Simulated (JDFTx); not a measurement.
ZnO (zincite), 4 atoms in the cell. Symmetry: P6_3mc, No. 186, hexagonal system. The conventional cell has a = 3.249 Å, b = 3.249 Å, c = 5.206 Å, α = 90.00°, β = 90.00°, γ = 120.00°. Zn (site symmetry 3m) is surrounded by 4 O at 1.97 to 1.98 Å. Around O (site symmetry 3m) lie 4 Zn at 1.97 to 1.98 Å. 

* Program: JDFTx 1.7.0 (patched build)
* Task: single point
* Functional: r2SCAN
* Potentials or basis: SG15-PBE-1.2 with smoothed tails
* Cutoff: 1361 eV
* Density cutoff: 10885 eV
* k mesh: 4 × 4 × 2
* Occupations: fermi-dirac, width 0.05 eV
* Spin: no spin polarisation
* Local potential set to -Z/r beyond: 6 bohr
* Bands: 34
* Density cutoff over wavefunction cutoff: 8
* Max SCF steps: 100
* SCF threshold on the energy: 1e-09 Ha
* Solver of the electrons: scf
* Further solve for the empty bands: yes

Potentials or basis: SG15-PBE-1.2 with smoothed tails.

Launch:

```bash
$ jdftx -c 1 -i ZnO.in -o ZnO.out
```

Hardware: 1 thread of Arm Neoverse V1, with other jobs on the host.

Q: Estimate the wall time of this run.

A: It took 8 min on 1 thread of Arm Neoverse V1 (shared host), peak memory 0.22 GiB. Counts: scf iterations 30, bands 34, k points 8, plane waves 5424.
